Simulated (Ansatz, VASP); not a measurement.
CuAu in VASP and in Ansatz

```
Cu Au
1.0
     2.66000    0.00000    0.00000
     0.00000    2.66000    0.00000
     0.00000    0.00000    3.76175
Cu Au
1 1
Cartesian
  1.3300 1.3300 1.8809
  0.0000 0.0000 0.0000
```

Change from the starting cell: strain -0.050 along x and y, +0.025 along z, atoms carried along.

Alike in both runs: task single point; functional LDA; k mesh 18 × 18 × 14; occupations gaussian, width 0.15 eV; no spin polarisation.

|  | VASP | Ansatz |
| --- | --- | --- |
| version | VASP 6.6.1 | Ansatz 0.2.0 |
| potentials or method | VASP PAW LDA potentials, release 64 (Cu, Au) | scalar-relativistic, plane waves, PAW |
| plane-wave cutoff (eV) | 520 | 420 |
| valence electrons in the cell | 22 | 38 |

|  | VASP | Ansatz | Ansatz less VASP |
| --- | --- | --- | --- |
| gap on the k mesh at the Fermi level (eV) | none | none | - |
| pressure (GPa) | 9.3 | 8.7 | -0.67 |
| largest component of the traceless stress (GPa) | 5.38 | 5.36 | -0.026 |

A gap of «none» marks a metal or a gap that the smearing closes. The two sets of potentials don't hold the same shells in valence.

Spin-orbit coupling is left out, which matters for the levels of Au.
